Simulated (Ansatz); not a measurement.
Set up this calculation in Ansatz 0.2.0, as the native input.

```
Task                : single point
Functional          : PBE
Potentials or basis : all-electron LAPW, scalar-relativistic
Cutoff              : 280 eV (chosen from the basis error)
Basis error allowed : 0.001 eV/atom
k mesh              : 10 × 10 × 1
Occupations         : fermi-dirac, width 0.05 eV
Spin                : no spin polarisation
```

MoS2, a slab with vacuum:

```xyz
12
Lattice="3.1837 0.0000 0.0000 -1.5919 2.7572 0.0000 0.0000 0.0000 34.4792" Properties=species:S:1:pos:R:3 pbc="T T T"
Mo   -0.0128    1.8594    3.2165
Mo   -0.0055    1.8566   24.8715
Mo    1.5830    0.9690    9.6433
Mo    1.6111    0.9731   31.2283
S     1.5731    0.9334    1.6923
S     1.5398    0.9433   23.3147
S    -0.0050    1.8233    8.1182
S    -0.0030    1.8444   29.7130
S     1.5940    0.9256    4.8169
S     1.6110    0.9608   26.3775
S     0.0392    1.8037   11.1827
S     0.0231    1.8261   32.8084
```

The cell isn't the ideal one: atoms moved at random, drawn with an rms of 0.05 Å.

These files were run (other wordings do the same):

input.yaml

```yaml
crystal:
  lattice:
    - [3.1837189491, 0.0, 0.0]
    - [-1.5918594745, 2.7571814884, 0.0]
    - [0.0, 0.0, 34.47923848]
  atoms:
    - { symbol: Mo, position: [0.33316, 0.674367, 0.093287] }
    - { symbol: Mo, position: [0.334963, 0.673385, 0.721348] }
    - { symbol: Mo, position: [0.672939, 0.351433, 0.279683] }
    - { symbol: Mo, position: [0.682504, 0.35293, 0.905712] }
    - { symbol: S, position: [0.663391, 0.338547, 0.049081] }
    - { symbol: S, position: [0.654731, 0.342142, 0.676194] }
    - { symbol: S, position: [0.329065, 0.661275, 0.235451] }
    - { symbol: S, position: [0.333514, 0.668941, 0.861764] }
    - { symbol: S, position: [0.668524, 0.33572, 0.139705] }
    - { symbol: S, position: [0.680243, 0.34847, 0.765027] }
    - { symbol: S, position: [0.339398, 0.654199, 0.324332] }
    - { symbol: S, position: [0.338399, 0.662301, 0.951542] }
kpoints:
  mp_grid: { grid: [10, 10, 1] }
scf:
  occupations: { method: fermi_dirac, width: 0.05 }
hamiltonian:
  xc: pbe
  pseudopotentials: { kind: all_electron, lapw: { basis_error: 0.001 } }
output:
  forces: true
  stress: true
  eigenvalues: true
  populations: true
```

Potentials or basis: all-electron LAPW, scalar-relativistic.

Launch:

```bash
$ ansatz run input.yaml --threads 8 --pin off --max-ram 24576MiB --backend cpu --events-out ev --progress --plain --runs-dir out
```

Results of the run:

```json
{
  "Largest force": "1.652 eV/Å",
  "Band gap on the k mesh": "1.05 eV, indirect (least direct gap 1.70 eV)"
}
```

Wall time 3.8 min on 8 threads of AMD EPYC 7R13 Processor (Zen 3) (shared host), peak memory 4.2 GiB.
